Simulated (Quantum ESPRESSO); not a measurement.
# Ge (Fd-3m) in Quantum ESPRESSO: further runs

The runs below take Ge through phonons, with AM05, WC, PBEsol.

All numbers are computed with Quantum ESPRESSO 7.5; they aren't measurements. Logs are shortened: lines on timing, memory, paths and dates and some standing lists are left out, and cuts for length are marked.

**Experimental background.**

“Electronic and optical properties of SixGe1-x-ySny alloys lattice-matched to Ge”, 2021, arxiv:2109.02782 reports, for a bulk crystal of Ge at 300 K: band gap 0.807 eV (direct).

“Temperature-dependent photoluminescence in Ge: experiment and theory”, 2020, arxiv:2003.00143 reports, for a bulk crystal of Ge at 0 K: band gap 0.744 eV (indirect).

How close the calculation comes is told below.

## 1. Starting point

The structure is cubic, space group Fd-3m (No. 227). Conventional cell: a = 5.658 Å, b = 5.658 Å, c = 5.658 Å, α = 90.00°, β = 90.00°, γ = 90.00°. Ge (site symmetry -43m) has 4 Ge at 2.45 Å as nearest neighbours.

## 2. Phonons, AM05

The input, pw.in:

```
&CONTROL
  calculation = 'scf'
  prefix = 'pwscf'
  outdir = './tmp'
  pseudo_dir = './pseudo'
  tprnfor = .true.
  tstress = .true.
  disk_io = 'low'
/
&SYSTEM
  ibrav = 0
  nat = 2
  ntyp = 1
  ecutwfc = 78
  nbnd = 21
  input_dft = 'XC-000I-000I-120L-135L-000I-000I'
  occupations = 'smearing'
  smearing = 'mv'
  degauss = 0.00999582
/
&ELECTRONS
  conv_thr = 4d-10
  electron_maxstep = 120
  mixing_beta = 0.5
/
ATOMIC_SPECIES
Ge    72.6300 Ge.upf
CELL_PARAMETERS angstrom
   0.0000000000    2.8289100000    2.8289100000
   2.8289100000    0.0000000000    2.8289100000
   2.8289100000    2.8289100000    0.0000000000
ATOMIC_POSITIONS crystal
Ge     0.7500000000    0.7500000000    0.7500000000
Ge     0.5000000000    0.5000000000    0.5000000000
K_POINTS automatic
8 8 8 0 0 0
```

The input, relax.in:

```
&CONTROL
  calculation = 'vc-relax'
  prefix = 'pwscf'
  outdir = './tmp'
  pseudo_dir = './pseudo'
  tprnfor = .true.
  tstress = .true.
  disk_io = 'low'
  nstep = 40
  forc_conv_thr = 0.0001
  etot_conv_thr = 1d-06
/
&SYSTEM
  ibrav = 0
  nat = 2
  ntyp = 1
  ecutwfc = 78
  nbnd = 21
  input_dft = 'XC-000I-000I-120L-135L-000I-000I'
  occupations = 'smearing'
  smearing = 'mv'
  degauss = 0.00999582
/
&ELECTRONS
  conv_thr = 4d-10
  electron_maxstep = 120
  mixing_beta = 0.5
/
&IONS
  ion_dynamics = 'bfgs'
/
&CELL
  cell_dynamics = 'bfgs'
  press = 0
  press_conv_thr = 0.2
/
ATOMIC_SPECIES
Ge    72.6300 Ge.upf
CELL_PARAMETERS angstrom
   0.0000000000    2.8289100000    2.8289100000
   2.8289100000    0.0000000000    2.8289100000
   2.8289100000    2.8289100000    0.0000000000
ATOMIC_POSITIONS crystal
Ge     0.7500000000    0.7500000000    0.7500000000
Ge     0.5000000000    0.5000000000    0.5000000000
K_POINTS automatic
8 8 8 0 0 0
```

The input, scf2.in:

```
&CONTROL
  calculation = 'scf'
  prefix = 'pwscf'
  outdir = './tmp'
  pseudo_dir = './pseudo'
  tprnfor = .true.
  tstress = .true.
  disk_io = 'low'
/
&SYSTEM
  ibrav = 0
  nat = 2
  ntyp = 1
  ecutwfc = 78
  nbnd = 21
  input_dft = 'XC-000I-000I-120L-135L-000I-000I'
  occupations = 'smearing'
  smearing = 'mv'
  degauss = 0.00999582
/
&ELECTRONS
  conv_thr = 1d-13
  electron_maxstep = 120
  mixing_beta = 0.5
  startingpot = 'file'
  startingwfc = 'file'
/
ATOMIC_SPECIES
Ge    72.6300 Ge.upf
CELL_PARAMETERS angstrom
   0.0000000000    2.8392424374    2.8392424374
   2.8392424374    0.0000000000    2.8392424374
   2.8392424374    2.8392424374    0.0000000000
ATOMIC_POSITIONS crystal
Ge     0.7500000000    0.7500000000    0.7500000000
Ge     0.5000000000    0.5000000000    0.5000000000
K_POINTS automatic
8 8 8 0 0 0
```

The input, ph.in:

```
phonons of Ge
&INPUTPH
  prefix = 'pwscf'
  outdir = './tmp'
  tr2_ph = 1d-16
  fildyn = 'dyn'
  niter_ph = 60
  alpha_mix(1) = 0.4
/
0.0000000000 0.0000000000 0.0000000000
```

The input, dynmat.in:

```
&INPUT
  fildyn = 'dyn'
  asr = 'crystal'
  filout = 'dynmat.disp'
  fileig = 'dynmat.eig'
/
```

Potentials or basis: PseudoDojo 0.4.1 SR PBE standard.

Launch:

```bash
$ OMP_NUM_THREADS=1 pw.x -in pw.in > pw.out
$ OMP_NUM_THREADS=1 pw.x -in relax.in > relax.out
$ OMP_NUM_THREADS=1 pw.x -in scf2.in > scf2.out
$ OMP_NUM_THREADS=1 ph.x -in ph.in > ph.out
$ OMP_NUM_THREADS=1 dynmat.x -in dynmat.in > dynmat.out
```

pw.out:

```text
This program is part of the open-source Quantum ESPRESSO suite
     for quantum simulation of materials; please cite
         "P. Giannozzi et al., J. Phys.:Condens. Matter 21 395502 (2009);
         "P. Giannozzi et al., J. Phys.:Condens. Matter 29 465901 (2017);
         "P. Giannozzi et al., J. Chem. Phys. 152 154105 (2020);
     in publications or presentations arising from this work. More details at

     IMPORTANT: XC functional enforced from input :
     Exchange-correlation= XC-000I-000I-120L-135L-000I-000I
                           (   0   0 120 135   0   0   0)
     Any further DFT definition will be discarded
     Please, verify this is what you really want

     Message from routine setup:
     using ibrav=0 with symmetry is DISCOURAGED, use correct ibrav instead

     G-vector sticks info
     --------------------
     sticks:   dense  smooth     PW     G-vecs:    dense   smooth      PW
     Sum        1237    1237    361                28475    28475    4573

     Using Slab Decomposition

     bravais-lattice index     =            0
     lattice parameter (alat)  =       7.5602  a.u.
     unit-cell volume          =     305.5512 (a.u.)^3
     number of atoms/cell      =            2
     number of atomic types    =            1
     number of electrons       =        28.00
     number of Kohn-Sham states=           21
     kinetic-energy cutoff     =      78.0000  Ry
     charge density cutoff     =     312.0000  Ry
     scf convergence threshold =      4.0E-10
     mixing beta               =       0.5000
     number of iterations used =            8  plain     mixing
     Exchange-correlation= XC-000I-000I-120L-135L-000I-000I
                           (   0   0 120 135   0   0   0)

     celldm(1)=   7.560195  celldm(2)=   0.000000  celldm(3)=   0.000000
     celldm(4)=   0.000000  celldm(5)=   0.000000  celldm(6)=   0.000000

     crystal axes: (cart. coord. in units of alat)
               a(1) = (   0.000000   0.707107   0.707107 )
               a(2) = (   0.707107   0.000000   0.707107 )
               a(3) = (   0.707107   0.707107   0.000000 )

     reciprocal axes: (cart. coord. in units 2 pi/alat)
               b(1) = ( -0.707107  0.707107  0.707107 )
               b(2) = (  0.707107 -0.707107  0.707107 )
               b(3) = (  0.707107  0.707107 -0.707107 )

     PseudoPot. # 1 for Ge read from file:
     Ge.upf
     Pseudo is Norm-conserving + core correction, Zval = 14.0
     Generated using ONCVPSP code by D. R. Hamann
     Using radial grid of 1560 points,  6 beta functions with:
                l(1) =   0
                l(2) =   0
                l(3) =   1
                l(4) =   1
                l(5) =   2
                l(6) =   2

     atomic species   valence    mass     pseudopotential
     Ge               14.00    72.63000     Ge( 1.00)

     48 Sym. Ops., with inversion, found (24 have fractional translation)

   Cartesian axes

     site n.     atom                  positions (alat units)
         1        Ge     tau(   1) = (   1.0606602   1.0606602   1.0606602  )
         2        Ge     tau(   2) = (   0.7071068   0.7071068   0.7071068  )

     number of k points=    29  Marzari-Vanderbilt smearing, width (Ry)=  0.0100
                       cart. coord. in units 2pi/alat
        k(    1) = (   0.0000000   0.0000000   0.0000000), wk =   0.0039062
        k(    2) = (   0.0883883   0.0883883  -0.0883883), wk =   0.0312500
        k(    3) = (   0.1767767   0.1767767  -0.1767767), wk =   0.0312500
        k(    4) = (   0.2651650   0.2651650  -0.2651650), wk =   0.0312500
        k(    5) = (  -0.3535534  -0.3535534   0.3535534), wk =   0.0156250
        k(    6) = (   0.1767767   0.0000000   0.0000000), wk =   0.0234375
[... 21 lines left out ...]
        k(   28) = (  -0.7071068   0.1767767  -0.0000000), wk =   0.0468750
        k(   29) = (  -0.7071068   0.3535534   0.0000000), wk =   0.0234375

     Dense  grid:    28475 G-vectors     FFT dimensions: (  48,  48,  48)

     WARNING: libxc functional with ID  120 depends
      on external parameters: check the user_guide of
      QE if you need to modify them or to check their
      default values.

     WARNING: libxc functional with ID  135 depends
      on external parameters: check the user_guide of
      QE if you need to modify them or to check their
      default values.

     Initial potential from superposition of free atoms

     starting charge      27.9984, renormalised to      28.0000
     Starting wfcs are   18 randomized atomic wfcs +    3 random wfcs

     Self-consistent Calculation

     iteration #  1     ecut=    78.00 Ry     beta= 0.50
     Davidson diagonalization with overlap
     ethr =  1.00E-02,  avg # of iterations =  5.2

     Threshold (ethr) on eigenvalues was too large:
     Diagonalizing with lowered threshold

     Davidson diagonalization with overlap
     ethr =  1.36E-04,  avg # of iterations =  2.7

     total energy              =    -356.00865297 Ry
     estimated scf accuracy    <       0.03882434 Ry

     iteration #  2     ecut=    78.00 Ry     beta= 0.50
     Davidson diagonalization with overlap
     ethr =  1.39E-04,  avg # of iterations =  1.0
[... 43 lines left out ...]
     total energy              =    -356.00852129 Ry
     estimated scf accuracy    <          2.1E-09 Ry

     iteration #  9     ecut=    78.00 Ry     beta= 0.50
     Davidson diagonalization with overlap
     ethr =  7.46E-12,  avg # of iterations =  2.0

     End of self-consistent calculation

          k = 0.0000 0.0000 0.0000 (  3527 PWs)   bands (ev):

   -15.1949 -15.1949 -15.1949 -15.1600 -15.1600 -14.9444 -14.9444 -14.9444
   -14.9317 -14.9317  -3.3115   9.4589   9.4765   9.4765   9.4765  12.0246
    12.0246  12.0246  15.9033  18.9351  18.9352

          k = 0.0884 0.0884-0.0884 (  3575 PWs)   bands (ev):

   -15.2033 -15.2033 -15.1923 -15.1482 -15.1482 -14.9570 -14.9570 -14.9473
   -14.9209 -14.9209  -3.1214   7.1032   9.1407   9.1407  10.4895  12.4734
    12.4734  12.9574  16.8320  18.0509  18.0509
[... 13 lines left out ...]
          k =-0.3536-0.3536 0.3536 (  3582 PWs)   bands (ev):

   -15.2197 -15.2197 -15.1771 -15.1173 -15.1173 -14.9804 -14.9804 -14.9653
   -14.9030 -14.9030  -1.2239   1.8651   8.0688   8.0688   9.6356  13.2198
    13.2198  16.6238  20.0446  20.5229  20.7041

          k = 0.1768 0.0000 0.0000 (  3575 PWs)   bands (ev):

   -15.2030 -15.2007 -15.2007 -15.1509 -15.1355 -14.9797 -14.9400 -14.9355
   -14.9355 -14.9162  -3.0570   7.0670   8.6006   8.6006  11.3773  11.6989
    13.2207  13.2207  16.8605  17.1240  19.2018

          k = 0.2652 0.0884-0.0884 (  3563 PWs)   bands (ev):

   -15.2167 -15.2090 -15.1921 -15.1365 -15.1151 -15.0007 -14.9569 -14.9388
   -14.9203 -14.9065  -2.6212   5.2809   7.9570   8.0373  11.3806  12.0848
    14.0503  14.3377  16.7858  18.4369  19.0049
[... 19 lines left out ...]
          k =-0.0884-0.2652 0.2652 (  3560 PWs)   bands (ev):

   -15.2229 -15.2203 -15.1739 -15.1281 -15.1100 -14.9934 -14.9776 -14.9564
   -14.9072 -14.8984  -2.1539   3.9499   6.9209   8.5477  11.0946  13.2460
    13.4415  15.1805  17.0826  18.3916  19.8678

          k = 0.0000-0.1768 0.1768 (  3557 PWs)   bands (ev):

   -15.2149 -15.2073 -15.1886 -15.1408 -15.1289 -14.9779 -14.9676 -14.9358
   -14.9262 -14.9068  -2.8087   5.8273   7.7335   9.0932  11.1738  12.5944
    12.7574  14.2622  17.0391  17.9654  18.1056

          k = 0.3536 0.0000 0.0000 (  3543 PWs)   bands (ev):

   -15.2134 -15.2134 -15.2021 -15.1251 -15.0890 -15.0334 -14.9637 -14.9184
   -14.9153 -14.9153  -2.3017   4.7415   7.4369   7.4369  10.4891  12.2105
    15.3094  15.3094  16.5622  19.6308  20.0034

          k = 0.4419 0.0884-0.0884 (  3546 PWs)   bands (ev):

   -15.2284 -15.2202 -15.1826 -15.1073 -15.0686 -15.0543 -14.9819 -14.9421
   -14.9039 -14.8949  -1.6430   3.3843   6.6191   7.0860  10.7463  12.1695
    15.2415  15.9346  18.7363  20.4872  20.7263
[... 7 lines left out ...]
          k =-0.0884-0.4419 0.4419 (  3556 PWs)   bands (ev):

   -15.2445 -15.2294 -15.1444 -15.0874 -15.0781 -15.0281 -15.0174 -14.9831
   -14.8903 -14.8772  -0.6512   1.8644   5.3264   7.3921  11.0892  14.5038
    15.1405  16.2579  17.1993  18.4961  21.3257

          k = 0.0000-0.3536 0.3536 (  3555 PWs)   bands (ev):

   -15.2363 -15.2289 -15.1505 -15.1148 -15.0867 -15.0135 -14.9929 -14.9805
   -14.8913 -14.8878  -1.4275   2.9320   5.6105   7.9690  11.4272  14.2645
    14.5924  14.7811  17.1504  18.9409  21.4009

          k = 0.5303-0.0000 0.0000 (  3539 PWs)   bands (ev):

   -15.2248 -15.2248 -15.1820 -15.0912 -15.0871 -15.0357 -14.9998 -14.9426
   -14.8963 -14.8963  -1.0734   2.5474   6.6644   6.6644  10.0520  11.0442
    17.5185  17.5185  18.7215  21.3446  21.8785

          k =-0.0884-0.6187 0.6187 (  3541 PWs)   bands (ev):

   -15.2362 -15.2285 -15.1555 -15.1073 -15.0662 -15.0214 -15.0185 -14.9705
   -14.8904 -14.8834  -0.2442   1.5008   5.9112   6.5765  10.3733  11.4214
    17.3655  17.7800  20.0505  21.3647  21.4147

          k = 0.0000-0.5303 0.5303 (  3536 PWs)   bands (ev):

   -15.2467 -15.2304 -15.1409 -15.0810 -15.0550 -15.0409 -15.0359 -14.9852
   -14.8881 -14.8735   0.1014   1.1636   5.1404   6.8395  10.6311  13.5579
    16.6775  16.8492  17.6603  19.2969  23.0447

          k =-0.7071 0.0000 0.0000 (  3540 PWs)   bands (ev):

   -15.2292 -15.2292 -15.1434 -15.1434 -15.0430 -15.0430 -14.9842 -14.9842
   -14.8887 -14.8887   0.5725   0.5725   6.3986   6.3986  10.2252  10.2252
    18.9702  18.9702  21.0640  21.0640  22.3100

          k = 0.3536 0.1768 0.0000 (  3553 PWs)   bands (ev):

   -15.2243 -15.2214 -15.1782 -15.1231 -15.0935 -15.0228 -14.9701 -14.9500
   -14.9059 -14.8980  -2.0761   4.0906   6.6196   7.8575  11.8398  12.2623
    14.1388  15.0163  17.5128  19.6179  19.8653

          k =-0.2652-0.4419 0.6187 (  3557 PWs)   bands (ev):

   -15.2361 -15.2281 -15.1562 -15.1079 -15.0807 -15.0316 -14.9869 -14.9747
   -14.8938 -14.8864  -1.2689   2.6383   5.9312   7.3777  11.9220  12.8946
    14.3882  15.6264  18.7883  19.1458  21.0097
[... 13 lines left out ...]
          k =-0.0884-0.4419 0.6187 (  3545 PWs)   bands (ev):

   -15.2448 -15.2352 -15.1332 -15.0775 -15.0692 -15.0434 -15.0239 -14.9908
   -14.8845 -14.8755  -0.1268   1.4285   5.3368   6.3894  11.7691  13.6930
    14.5798  16.5549  18.3862  21.1338  21.6419

          k = 0.0000-0.3536 0.5303 (  3557 PWs)   bands (ev):

   -15.2452 -15.2347 -15.1338 -15.0840 -15.0570 -15.0533 -15.0195 -14.9904
   -14.8852 -14.8759  -0.4529   1.7896   5.1862   6.7500  12.1375  13.9972
    14.4591  16.2437  17.7120  19.1629  22.8315

          k =-0.7071 0.1768-0.0000 (  3542 PWs)   bands (ev):

   -15.2372 -15.2372 -15.1239 -15.1239 -15.0448 -15.0448 -15.0008 -15.0008
   -14.8819 -14.8819   0.6198   0.6198   5.9339   5.9339  11.4143  11.4143
    17.0744  17.0744  20.5311  20.5311  22.3780

          k =-0.7071 0.3536 0.0000 (  3552 PWs)   bands (ev):

   -15.2434 -15.2434 -15.1000 -15.1000 -15.0509 -15.0509 -15.0179 -15.0179
   -14.8764 -14.8764   0.6697   0.6697   5.5705   5.5705  13.7866  13.7866
    14.1999  14.1999  20.4946  20.4946  22.4598

     the Fermi energy is     9.5237 ev

!    total energy              =    -356.00852129 Ry
     estimated scf accuracy    <          1.3E-10 Ry
     smearing contrib. (-TS)   =      -0.00002079 Ry
     internal energy E=F+TS    =    -356.00850050 Ry

     The total energy is F=E-TS. E is the sum of the following terms:
     one-electron contribution =    -182.94535604 Ry
     hartree contribution      =     110.38749556 Ry
     xc contribution           =     -85.94988182 Ry
     ewald contribution        =    -197.50075820 Ry

     convergence has been achieved in   9 iterations

     Forces acting on atoms (cartesian axes, Ry/au):

     atom    1 type  1   force =     0.00000000   -0.00000000   -0.00000000
     atom    2 type  1   force =    -0.00000000    0.00000000    0.00000000

     Total force =     0.000000     Total SCF correction =     0.000000

     Computing stress (Cartesian axis) and pressure

          total   stress  (Ry/bohr**3)                   (kbar)     P=        7.35
   0.00004998   0.00000000   0.00000000            7.35        0.00        0.00
   0.00000000   0.00004998   0.00000000            0.00        7.35        0.00
   0.00000000   0.00000000   0.00004998            0.00        0.00        7.35

=------------------------------------------------------------------------------=
   JOB DONE.
=------------------------------------------------------------------------------=
```

Wall time 17 min (1 thread of Arm Neoverse V1, shared host); peak memory 0.11 GiB.

What came out:

```yaml
Free_energy: -4843.7441 eV
Relaxed_volume: 22.89 Å³/atom
Relaxed_cell: a = 4.015 Å, b = 4.015 Å, c = 4.015 Å, α = 60.00°, β = 60.00°, γ = 60.00°
Space_group_after_relaxing_to_0.05_Å: Fd-3m (No. 227)
Pressure_after_relaxing: 0.0 GPa
Band_gap_on_the_k_mesh: none (metal or under the smearing width)
Highest_phonon_frequency_at_Γ: 279 cm⁻¹
```

Step by step:
| step | energy change (eV) | largest force (eV/Å) | pressure (GPa) | volume (Å³) |
| --- | --- | --- | --- | --- |
| 1 | 0.0000 | 0.0000 | 0.74 | 45.28 |
| 2 | -0.0006 | 0.0000 | 0.49 | 45.45 |
| 3 | -0.0011 | 0.0000 | 0.21 | 45.64 |
| 4 | -0.0011 | 0.0000 | 0.00 | 45.78 |
| 5 | -0.0011 | 0.0000 | 0.00 | 45.78 |

Final structure:
```yaml
crystal:
  lattice:
    - [0.00000, 2.83924, 2.83924]
    - [2.83924, 0.00000, 2.83924]
    - [2.83924, 2.83924, 0.00000]
  atoms:
    - { symbol: Ge, position: [0.75000, 0.75000, 0.75000] }
    - { symbol: Ge, position: [0.50000, 0.50000, 0.50000] }
```

Phonon frequencies in cm⁻¹ (negative: imaginary):
```tsv
q point	frequencies
(0.000, 0.000, 0.000)	-17 -17 -17 279 279 279
```

Optical modes at Γ, degenerate ones joined:
| cm⁻¹ | components | symmetry | active in |
| --- | --- | --- | --- |
| 279 | 3 | T2g | Raman |

Caveat: the potentials were made for another functional, which shifts forces and pressure; this crystal is a semiconductor, whose small gap the functional closes, so the metal is an error of the method.

(Part 1 of 3 ends here.)
